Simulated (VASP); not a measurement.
# MgS (P6_3mc) in VASP: further runs, part 3 of 3

VASP 6.6.1.

## (5) Single point, HSE(alpha, omega)

Contents of POSCAR:

```
MgS
1.0
    4.0346224068      0.0000000000      0.0000000000
   -2.0173112034      3.4940854990      0.0000000000
    0.0000000000      0.0000000000      6.4322941800
S Mg
2 2
Direct
    0.6666666667      0.3333333333      0.8792441500
    0.3333333333      0.6666666667      0.3792441500
    0.3333333333      0.6666666667      0.9957548500
    0.6666666667      0.3333333333      0.4957548500
```

Contents of INCAR.step1:

```
ALGO = Normal
EDIFF = 1E-5
ENCUT = 520
GGA = PE
ISIF = 2
ISMEAR = -1
LASPH = True
LCHARG = False
LREAL = False
LWAVE = True
NELM = 80
PREC = Accurate
SIGMA = 0.05
```

Contents of INCAR.step2:

```
AEXX = 0.25
ALGO = Normal
EDIFF = 1E-7
ENCUT = 520
GGA = PE
HFSCREEN = 0.6
ISIF = 2
ISMEAR = -1
ISTART = 1
LASPH = True
LCHARG = False
LHFCALC = True
LREAL = False
LWAVE = False
NELM = 80
PREC = Accurate
PRECFOCK = Fast
SIGMA = 0.05
```

Contents of KPOINTS:

```
k-points
0
Gamma
  4 4 2
```

Potentials or basis: VASP PAW PBE potentials, release 64 (S, Mg).

Run with:

```bash
> cat potpaw_PBE.64/S/POTCAR potpaw_PBE.64/Mg/POTCAR > POTCAR
> cp INCAR.step1 INCAR
> mpirun -np 1 vasp_std > vasp.out
> cp INCAR.step2 INCAR
> mpirun -np 1 vasp_std > vasp.out
```

OUTCAR:

```text
AEXX = 0.25
   EDIFF = 1E-7
   ENCUT = 520
   GGA = PE
   HFSCREEN = 0.6
   ISIF = 2
   ISMEAR = -1
   ISTART = 1
   LASPH = True
   LHFCALC = True
   LREAL = False
   NELM = 80
   PREC = Accurate
   PRECFOCK = Fast

 ion  position               nearest neighbor table
   1  0.667  0.333  0.879-   3 2.45   3 2.45   3 2.45   4 2.47
   2  0.333  0.667  0.379-   4 2.45   4 2.45   4 2.45   3 2.47
   3  0.333  0.667  0.996-   1 2.45   1 2.45   1 2.45   2 2.47
   4  0.667  0.333  0.496-   2 2.45   2 2.45   2 2.45   1 2.47

  LATTYP: Found a hexagonal cell.
 ALAT       =     4.0346224068
 C/A-ratio  =     1.5942741430

  Lattice vectors:

 A1 = (   4.0346224068,   0.0000000000,   0.0000000000)
 A2 = (  -2.0173112034,   3.4940854990,   0.0000000000)
 A3 = (   0.0000000000,   0.0000000000,   6.4322941800)

Analysis of symmetry for initial positions (statically):
=====================================================================
 Subroutine PRICEL returns:
 Original cell was already a primitive cell.

 Routine SETGRP: Setting up the symmetry group for a
 hexagonal supercell.

 Subroutine GETGRP returns: Found 12 space group operations
 (whereof  6 operations were pure point group operations)
 out of a pool of 24 trial point group operations.

The static configuration has the point symmetry C_3v.
 The point group associated with its full space group is C_6v.

Analysis of symmetry for dynamics (positions and initial velocities):
=====================================================================
 Subroutine PRICEL returns:
 Original cell was already a primitive cell.

 Routine SETGRP: Setting up the symmetry group for a
 hexagonal supercell.

 Subroutine GETGRP returns: Found 12 space group operations
 (whereof  6 operations were pure point group operations)
 out of a pool of 24 trial point group operations.

The dynamic configuration has the point symmetry C_3v.
 The point group associated with its full space group is C_6v.

 Subroutine INISYM returns: Found 12 space group operations
 (whereof  6 operations are pure point group operations),
 and found     1 'primitive' translations

----------------------------------------------------------------------------------------

                                     Primitive cell

  volume of cell :      90.6781

  direct lattice vectors                    reciprocal lattice vectors
     4.034622407  0.000000000  0.000000000     0.247854669  0.143098960  0.000000000
    -2.017311203  3.494085499  0.000000000     0.000000000  0.286197919  0.000000000
     0.000000000  0.000000000  6.432294180     0.000000000  0.000000000  0.155465526

  length of vectors
     4.034622407  4.034622407  6.432294180     0.286197919  0.286197919  0.155465526

  position of ions in fractional coordinates (direct lattice)
     0.666666667  0.333333333  0.879244150
     0.333333333  0.666666667  0.379244150
     0.333333333  0.666666667  0.995754850
     0.666666667  0.333333333  0.495754850

  ion indices of the primitive-cell ions
   primitive index   ion index
                 1           1
                 2           2
                 3           3
                 4           4

[... 47 lines left out ...]
   ICHARG =      0    charge: 1-file 2-atom 10-const
   ISPIN  =      1    spin polarized calculation?
   LNONCOLLINEAR =      F non collinear calculations
   LSORBIT =      F    spin-orbit coupling
   LASPH  =      T    aspherical Exc in radial PAW
   ENCUT  =  520.0 eV  38.22 Ry    6.18 a.u.   7.50  7.50 11.96*2*pi/ulx,y,z
   NELM   =     80;   NELMIN=  2; NELMDL=  0     # of ELM steps
   EDIFF  = 0.1E-06   stopping-criterion for ELM
   LREAL  =      F    real-space projection
   EDIFFG = 0.1E-05   stopping-criterion for IOM
   NSW    =      0    number of steps for IOM
   IBRION =     -1    ionic relax: 0-MD 1-quasi-New 2-CG
   NFREE  =      0    steps in history (QN), initial steepest desc. (CG)
   ISIF   =      2    stress and relaxation
   ISYM   =      3    0-nonsym 1-usesym 2-fastsym
   POTIM  = 0.5000    time-step for ionic-motion
   TEBEG  =    0.0;   TEEND  =   0.0 temperature during run
   PSTRESS=    0.0 pullay stress
   NELECT =      16.0000    total number of electrons
   NUPDOWN=      -1.0000    fix difference up-down
   EMIN   =  10.00;   EMAX   =-10.00  energy-range for DOS
   EFERMI =   0.00;   METHOD = LEGACY
   ISMEAR =    -1;   SIGMA  =   0.05  broadening in eV -4-tet -1-fermi 0-gaus
   EFERMI_NEDOS =   21; number of points for ismear=-14 and -15
   IALGO  =     38    algorithm
   IMIX   =      1    mixing-type and parameters
     AMIX     =   0.40;   BMIX     =  1.00
     AMIX_MAG =   1.60;   BMIX_MAG =  1.00
  volume/ion in A,a.u.               =      22.67       152.98
  Fermi-wavevector in a.u.,A,eV,Ry     =   0.918221  1.735187 11.471486  0.843130
  Thomas-Fermi vector in A             =   2.043279
   LORBIT       =      0    0 simple, 1 ext, 2 COOP (PROOUT), +10 PAW based schemes
   GGA     = PE    functional components
   LHFCALC =     T    Hartree Fock is set to
   PRECFOCK=fast      Normal, Fast or Accurate (Low or Medium for compatibility)
   ENCUT4O =  -1.0   cutoff for four orbital integrals eV
   NKREDX  =     1    reduce k-point grid by
   NKREDY  =     1    reduce k-point grid by
   NKREDZ  =     1    reduce k-point grid by
   AEXX    =    0.2500 exact exchange contribution
   HFSCREEN=    0.6000 screening length (either q_TF or 0.3 A-1)
   HFSCREENC=   0.6000 screening length for correlation (either q_TF or 0.3 A-1)
   ENCUTFOCK=  -1.0 apply spherical cutoff to Coloumb kernel
   IVDW    =     0    specifies the selected vdW correction
   LEPSILON=     F    determine dielectric tensor
   LRPA    =     F    only Hartree local field effects (RPA)
 non-spin polarized calculation
  energy-cutoff  :      520.00
  volume of cell :       90.68
 maximum number of plane-waves:      2462
 NGX is ok and might be reduce to    30
  NGX = 18; NGY = 18; NGZ = 28

 number of electron      16.0000004 magnetization

 Free energy of the ion-electron system (eV)
  ---------------------------------------------------
  ext. energy  EPLUGINS =         0.00000000
  ---------------------------------------------------
  free energy    TOTEN  =       -18.23172311 eV

  energy without entropy =      -18.23172311  energy(sigma->0) =      -18.23172311

 E-fermi :   1.9682     XC(G=0):  -7.4946

 val. band max:        0.8912200346   @ k =   0.0000   0.0000   0.0000
 cond. band min:       4.7366690882   @ k =   0.0000   0.0000   0.0000
 fundamental gap:      3.8454490536
 Fermi energy:         1.9682455976

 k-point     1 :       0.0000    0.0000    0.0000
  band No.  band energies     occupation
      1     -11.2752      2.00000
      2     -10.5257      2.00000
      3      -2.4123      2.00000
      4       0.2853      2.00000
      5       0.2853      2.00000
      6       0.7229      2.00000
      7       0.7229      2.00000
      8       0.8912      2.00000
      9       4.7367      0.00000
     10       5.9784      0.00000
     11       8.8202      0.00000
     12       8.8202      0.00000
[... 91 lines left out ...]
 k-point     8 :       0.2500    0.2500    0.5000
  band No.  band energies     occupation
      1     -10.4669      2.00000
      2     -10.4669      2.00000
      3      -2.0114      2.00000
      4      -2.0114      2.00000
      5      -0.7489      2.00000
      6      -0.7489      2.00000
      7       0.2626      2.00000
      8       0.2626      2.00000
      9       6.7853      0.00000
     10       6.7853      0.00000
     11       8.1936      0.00000
     12       8.1936      0.00000

------------------------ aborting loop because EDIFF is reached ----------------------------------------

  FORCE on cell =-STRESS in cart. coord.  units (eV):
  Direction    XX          YY          ZZ          XY          YZ          ZX
  --------------------------------------------------------------------------------------
  -------------------------------------------------------------------------------------
  Total        0.2345999      0.2345999      0.0438869      0.0000000      0.0000000     -0.0000000
  in kB        4.1451107      4.1451107      0.7754311      0.0000000      0.0000000     -0.0000000
  external PRESSURE =       3.0218842 kB  Pullay stress =       0.0000000 kB

 VOLUME and BASIS-vectors are now :
 -----------------------------------------------------------------------------
  energy-cutoff  :      520.00
  volume of cell :       90.68
      direct lattice vectors                 reciprocal lattice vectors
     4.034622407  0.000000000  0.000000000     0.247854669  0.143098960  0.000000000
    -2.017311203  3.494085499  0.000000000     0.000000000  0.286197919  0.000000000
     0.000000000  0.000000000  6.432294180     0.000000000  0.000000000  0.155465526

 POSITION                                       TOTAL-FORCE (eV/Angst)
 -----------------------------------------------------------------------------------
      2.01731      1.16470      5.65556        -0.000000      0.000000     -0.050266
     -0.00000      2.32939      2.43941         0.000000     -0.000000     -0.050266
     -0.00000      2.32939      6.40499         0.000000     -0.000000      0.050266
      2.01731      1.16470      3.18884         0.000000     -0.000000      0.050266
 -----------------------------------------------------------------------------------
    total drift:                                0.000000      0.000001     -0.000013

  FREE ENERGIE OF THE ION-ELECTRON SYSTEM (eV)
  ---------------------------------------------------
  free  energy   TOTEN  =       -18.2317231144 eV

  energy  without entropy=      -18.2317231143  energy(sigma->0) =      -18.23172311
```

Run time: 1.7 min. Hardware: 1 thread of Intel Xeon Platinum 8488C (Sapphire Rapids), shared host; peak memory 0.29 GiB.

What came out:

```yaml
Free_energy: -18.2317 eV
Pressure: 0.3 GPa
Largest_force: 0.050 eV/Å
Band_gap_on_the_k_mesh: 3.85 eV, direct
```

Forces on the atoms (eV/Å):
```
S    0.000  0.000 -0.050
S    0.000  0.000 -0.050
Mg   0.000  0.000  0.050
Mg   0.000  0.000  0.050
```

Caveat: the k mesh is coarse (spacing up to 0.49 Å⁻¹), so the values aren't converged, least of all with exact exchange; the PAW data sets were made with another functional, which shifts forces and pressure a little.

## (6) Single point, PBE

Contents of INCAR:

```
SYSTEM = MgS
PREC     = Accurate       ! precision mode
ENCUT    = 450            ! plane-wave cutoff, eV
EDIFF    = 1E-7           ! SCF threshold, eV
ISMEAR   = 0              ! smearing method
SIGMA    = 0.02           ! smearing width, eV
LREAL    = .FALSE.        ! projectors in reciprocal space
LASPH    = .TRUE.         ! aspherical terms in the spheres
NELM     = 80             ! most SCF steps
ALGO     = Fast           ! electronic algorithm
ISIF     = 2              ! what is computed and relaxed
LWAVE    = .FALSE.        ! write WAVECAR
LCHARG   = .FALSE.        ! write CHGCAR
GGA      = PE             ! functional
NBANDS   = 16             ! bands
```

Contents of KPOINTS:

```
Automatic mesh
0
G
  4 4 2
  0 0 0
```

POSCAR is that of step 5.

Potentials or basis: VASP PAW PBE potentials, release 64 (S_GW, Mg_GW).

Run with:

```bash
> cat potpaw_PBE.64/S_GW/POTCAR potpaw_PBE.64/Mg_GW/POTCAR > POTCAR
> mpirun -np 1 vasp_std > vasp.out
```

Run time: 14 s. Hardware: 1 thread of Intel Xeon Platinum 8488C (Sapphire Rapids), shared host; peak memory 0.17 GiB.

The run converged. Its results:

| Property | Result |
| --- | --- |
| Free energy | -16.9701 eV |
| Pressure | 0.9 GPa |
| Largest force | 0.047 eV/Å |
| Band gap on the k mesh | 3.43 eV, direct |

Forces on the atoms (eV/Å):
```
S    0.000  0.000 -0.047
S    0.000  0.000 -0.047
Mg   0.000  0.000  0.047
Mg   0.000  0.000  0.047
```

Stress tensor (GPa, compression positive):
```
1.06 0.00 0.00
0.00 1.06 0.00
0.00 0.00 0.69
```

Levels at points of the mesh, in eV from the valence-band top:
| k point | band 5 | band 6 | band 7 | band 8 | band 9 | band 10 | band 11 | band 12 |
| --- | --- | --- | --- | --- | --- | --- | --- | --- |
| (0.00, 0.00, 0.00) | -0.58 | -0.16 | -0.16 | 0.00 | 3.43 | 4.66 | 7.45 | 7.45 |
| (0.50, 0.00, 0.00) | -1.88 | -1.25 | -0.93 | -0.48 | 4.71 | 5.20 | 5.79 | 7.46 |
| (0.00, 0.00, 0.50) | -0.38 | -0.38 | -0.38 | -0.38 | 4.90 | 4.90 | 7.59 | 7.59 |
| (0.50, 0.00, 0.50) | -0.90 | -0.90 | -0.80 | -0.80 | 4.64 | 4.64 | 6.27 | 6.27 |

Caveat: the k mesh is coarse (spacing up to 0.49 Å⁻¹), so the values aren't converged.

## (7) For comparison

An earlier run on the cell as given: functional PBE; potentials or basis VASP PAW PBE potentials, release 64 (S, Mg); cutoff 520 eV; k mesh 8 × 8 × 4; occupations fermi-dirac, width 0.05 eV; no spin polarisation.

* Pressure: 0.9 GPa
* Largest force: 0.048 eV/Å
* Band gap on the k mesh: 3.43 eV, direct

## (8) Summary

| level | potentials or basis | k mesh | cutoff (eV) | smearing | screening parameter | grid for exact exchange (PRECFOCK) | mesh quality | gap on the mesh (eV) | pressure (GPa) | largest force (eV/Å) |
| --- | --- | --- | --- | --- | --- | --- | --- | --- | --- | --- |
| HSE(alpha, omega) | VASP PAW PBE potentials, release 64 (S, Mg) | 4 × 4 × 2 | 520 | fermi-dirac 0.05 eV | 0.2 | Fast | coarse | 4.51 | -0.1 | 0.05 |
| HSE(alpha, omega) | VASP PAW PBE potentials, release 64 (S, Mg) | 4 × 4 × 2 | 520 | fermi-dirac 0.05 eV | 0.3 | Fast | coarse | 4.28 | 0.0 | 0.05 |
| HSE(alpha, omega) | VASP PAW PBE potentials, release 64 (S, Mg) | 4 × 4 × 2 | 520 | fermi-dirac 0.05 eV | 0.4 | Fast | coarse | 4.10 | 0.1 | 0.05 |
| HSE(alpha, omega) | VASP PAW PBE potentials, release 64 (S, Mg) | 4 × 4 × 2 | 520 | fermi-dirac 0.05 eV | 0.6 | Fast | coarse | 3.85 | 0.3 | 0.05 |
| PBE | VASP PAW PBE potentials, release 64 (S_GW, Mg_GW) | 4 × 4 × 2 | 450 | gaussian 0.02 eV | - | - | coarse | 3.43 | 0.9 | 0.05 |
| PBE | VASP PAW PBE potentials, release 64 (S, Mg) | 8 × 8 × 4 | 520 | fermi-dirac 0.05 eV | - | - | not flagged | 3.43 | 0.9 | 0.05 |

Alike in all rows: task single point; no spin polarisation; cell as given.

Caveats: some runs use coarse meshes; the PAW data sets were made with another functional, which shifts forces and pressure a little (some runs).

Total energies depend on the potentials used, so only differences within one code and one set of settings carry meaning.
